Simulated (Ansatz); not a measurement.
**ZnO (P6_3mc): response to moved atoms and strain**

How does ZnO (P6_3mc) push back when it is distorted? Each run changes the relaxed cell in one way.

Computed with Ansatz 0.2.0 (DFT PBEsol, scalar-relativistic, plane waves, PAW, unless a step's input says otherwise).

1 further run of the same task is left out (it didn't finish).

### 1 Starting point

Symmetry: P6_3mc, No. 186, hexagonal system. Conventional cell: a = 3.230 Å, b = 3.230 Å, c = 5.214 Å, α = 90.00°, β = 90.00°, γ = 120.00°. Zn (site symmetry 3m) has 4 O at 1.97 to 1.98 Å as nearest neighbours. Around O (site symmetry 3m) lie 4 Zn at 1.97 to 1.98 Å.

Structure file:

```
Zn O
1.0
     3.23003    0.00000    0.00000
    -1.61501    2.79729    0.00000
     0.00000    0.00000    5.21437
Zn O
2 2
Cartesian
  0.0000 1.8649 0.0083
  1.6150 0.9324 2.6155
  0.0000 1.8649 1.9841
  1.6150 0.9324 4.5913
```

An earlier run at PBEsol left this cell at 11.778 Å³/atom and -0.01 GPa (12×12×6 mesh).

The changes: atom 3 (O) moved 0.08 Å along y; strain e1 = -0.01, atoms carried along.

### 2 Atom 3 (O) moved 0.08 Å along y

The input, input.yaml:

```yaml
crystal:
  lattice:
    - [3.2300271139, 0.0, 0.0]
    - [-1.6150135569, 2.7972855355, 0.0]
    - [0.0, 0.0, 5.214370136]
  atoms:
    - { symbol: Zn, position: [0.3333333333, 0.6666666667, 0.0015876069] }
    - { symbol: Zn, position: [0.6666666667, 0.3333333333, 0.5015876069] }
    - { symbol: O, position: [0.3476329104, 0.6952658207, 0.3805123931] }
    - { symbol: O, position: [0.6666666667, 0.3333333333, 0.8805123931] }
basis:
  ecutwfc: 420
  ecutrho_ratio: 4
kpoints:
  mp_grid: { grid: [12, 12, 6] }
hamiltonian:
  xc: pbesol
scf:
  occupations: { method: gaussian, width: 0.05 }
output:
  forces: true
  stress: true
  eigenvalues: true
```

What it wrote, shortened:

```text
Warning: RAYON_NUM_THREADS=4 ignored (pool sized by the plan → 4); use --threads N
[...]
Pseudopotentials: kind: paw
Pseudopotential: Zn, paw, valence charge 12, recommended cutoff 420 eV (normal), Zn.paw.azcp
Pseudopotential: O, paw, valence charge 6, recommended cutoff 420 eV (normal), O.paw.azcp
Functional definition: PBEsol
[...]
Crystal: 4 atoms, lattice volume = 47.113 Å³
Basis set: ecut = 420 eV, 941 PW (Γ), exchange–correlation on 48×48×72 points (8 copies of the dense FFT grid, shifted against one another)
Bands: 22, of which v1, the nominal top of the filled ones, is band 18 counted from 1 (17 counted from 0)
Symmetry: 2 space group operations
Space group: Cm (ITA 8), of the structure as read, at distance tolerance 3.6e-5 Å
k-points: 242 of 864 (time reversal used)
[...]
SCF iter   1: F=—  HF=-7684.253630 eV  |F-HF|=—  |Δ(HF+E_count)|=         —  Δρ=1.58e-2  dr2=9.40e-2  ethr=1.77e-3  ⟨swp⟩=6.1  Hψ=23727  notcnv=0
[...]
SCF iter   7: F=-7684.229140 eV  HF=-7684.229140 eV  |F-HF|=4.84e-8  |Δ(HF+E_count)|=   3.68e-7  Δρ=9.85e-6  dr2=4.20e-8  ethr=2.78e-10  ⟨swp⟩=5.2  Hψ=23268  notcnv=0
[...]
SCF converged after 7 iterations
Free energy (F): -7684.229140 eV
[...]
E sigma→0 (E₀):  -7684.229140 eV
Fermi energy:    7.580781 eV
[...]
--- Forces (eV/Å), atoms counted from 1 ---
  atom   1  Zn     0.00000000     0.00480955     0.01113592
  atom   2  Zn     0.00000000     0.68703371     0.06085063
  atom   3  O     -0.00000000    -0.76848907    -0.07611874
  atom   4  O      0.00000000     0.07664043     0.00412952
[...]
--- Stress (GPa, compression-positive) ---
       -1.951222       0.000000       0.000000
        0.000000       2.747484       1.456772
        0.000000       1.456772       0.091457
  P = ⅓ Tr σ = 0.2959 GPa (2.959 kbar)
--- Band table (eV; the first three rows and the last of 242) ---
  k-point 0: bands = ["-10.8922", "-10.1345", "1.3471", "1.4381", "1.4715", "1.4913", "1.6321", "1.6755", "2.6598", "2.6616", "2.8754", "2.8765", "3.1645", "6.3669", "6.4596", "7.1344", "7.2115", "7.2270", "7.9345", "12.4051", "15.3166", "20.0669"]
[...]
```

Wall time 10 s (4 threads of an Arm CPU, shared host); peak memory 0.54 GiB.

In short: volume 11.778 Å³/atom, pressure 0.30 GPa, mesh gap 0.71 eV.

Forces on the atoms, as numbers:

| atom | x (eV/Å) | y (eV/Å) | z (eV/Å) |
| --- | --- | --- | --- |
| Zn2 | 0.000 | 0.687 | 0.061 |
| O3 | 0.000 | -0.768 | -0.076 |
| O4 | 0.000 | 0.077 | 0.004 |

### 3 Strain e1 = -0.01, atoms carried along

The input, input.yaml:

```yaml
crystal:
  lattice:
    - [3.1977268427, 0.0, 0.0]
    - [-1.5988634213, 2.7972855355, 0.0]
    - [0.0, 0.0, 5.214370136]
  atoms:
    - { symbol: Zn, position: [0.3333333333, 0.6666666667, 0.0015876069] }
    - { symbol: Zn, position: [0.6666666667, 0.3333333333, 0.5015876069] }
    - { symbol: O, position: [0.3333333333, 0.6666666667, 0.3805123931] }
    - { symbol: O, position: [0.6666666667, 0.3333333333, 0.8805123931] }
basis:
  ecutwfc: 420
  ecutrho_ratio: 4
kpoints:
  mp_grid: { grid: [12, 12, 6] }
hamiltonian:
  xc: pbesol
scf:
  occupations: { method: gaussian, width: 0.05 }
output:
  forces: true
  stress: true
  eigenvalues: true
```

What it wrote, shortened:

```text
Warning: RAYON_NUM_THREADS=4 ignored (pool sized by the plan → 4); use --threads N
[...]
[... 4 set-up lines as earlier in the session ...]
[...]
Crystal: 4 atoms, lattice volume = 46.642 Å³
Basis set: ecut = 420 eV, 933 PW (Γ), exchange–correlation on 48×48×72 points (8 copies of the dense FFT grid, shifted against one another)
Bands: 22, of which v1, the nominal top of the filled ones, is band 18 counted from 1 (17 counted from 0)
Symmetry: 4 space group operations
Space group: Cmc21 (ITA 36), of the structure as read, at distance tolerance 3.6e-5 Å
k-points: 172 of 864 (time reversal used)
[...]
SCF converged after 8 iterations
Free energy (F): -7684.254009 eV
[...]
E sigma→0 (E₀):  -7684.254009 eV
Fermi energy:    7.746353 eV
[...]
--- Forces (eV/Å), atoms counted from 1 ---
  atom   1  Zn     0.00000000     0.07377112     0.04703511
  atom   2  Zn    -0.00000000    -0.07377112     0.04703511
  atom   3  O      0.00000000     0.08345725    -0.04703510
  atom   4  O     -0.00000000    -0.08345725    -0.04703510
[...]
--- Stress (GPa, compression-positive) ---
        2.806868      -0.000000      -0.000000
       -0.000000       0.981748       0.000000
       -0.000000       0.000000       0.708219
  P = ⅓ Tr σ = 1.4989 GPa (14.989 kbar)
--- Band table (eV; the first three rows and the last of 172) ---
  k-point 0: bands = ["-10.8167", "-10.0516", "1.4969", "1.5445", "1.5483", "1.5914", "1.7377", "1.7470", "2.7982", "2.8029", "3.0183", "3.0193", "3.3051", "6.5582", "6.5875", "7.2721", "7.3676", "7.3991", "8.0936", "12.6058", "15.4679", "20.2590"]
[...]
```

It took 7.5 s on 4 threads of an Arm CPU, shared host; peak memory 0.48 GiB.

Read off: volume 11.661 Å³/atom, pressure 1.50 GPa, mesh gap 0.69 eV.

Forces on the atoms, as numbers:

| atom | x (eV/Å) | y (eV/Å) | z (eV/Å) |
| --- | --- | --- | --- |
| Zn1 | 0.000 | 0.074 | 0.047 |
| Zn2 | 0.000 | -0.074 | 0.047 |
| O3 | 0.000 | 0.083 | -0.047 |
| O4 | 0.000 | -0.083 | -0.047 |

### 4 Results

| change | change of free energy (meV/atom) | largest force (eV/Å) | largest change of stress (GPa) |
| --- | --- | --- | --- |
| atom 3 (O) moved 0.08 Å along y | 7.24 | 0.772 | 2.76 |
| strain e1 = -0.01, atoms carried along | 1.02 | 0.096 | 2.82 |

Moving atom 3 by 0.08 Å meets a restoring force of 0.768 eV/Å along the move, a force constant of about 9.6 eV/Å². The strain e1 = -0.01 changes that stress component by +2.82 GPa (compression positive), a ratio of 282 GPa; that is a secant over a finite strain with the atoms carried along, not the elastic constant. No change lowers the energy by more than 0.5 meV/atom; other distortions weren't tried.
